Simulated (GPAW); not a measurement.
Crystal: Hf.

```
CELL_PARAMETERS angstrom
3.19670 0.00000 0.00000
-1.59835 2.76842 0.00000
0.00000 0.00000 5.05780
ATOMIC_POSITIONS crystal
Hf 0.66667 0.33333 0.75000
Hf 0.33333 0.66667 0.25000
```

Base run:

* Program: GPAW 26.7.0
* Functional: RPBE
* Potentials or basis: the program's PAW data sets (release 1.2.1) made for this functional
* Cutoff: 600 eV
* Basis: pw
* k mesh: 10 × 10 × 5
* Occupations: fermi-dirac, width 0.05 eV
* Spin: no spin polarisation

Its results: pressure 3.8 GPa.

Question: The run is repeated on the same cell with these changes: functional from RPBE to LDA. What comes out?

Answer: Pressure -7.5 GPa.

LDA binds more tightly than RPBE, so the same cell stands under less pressure.
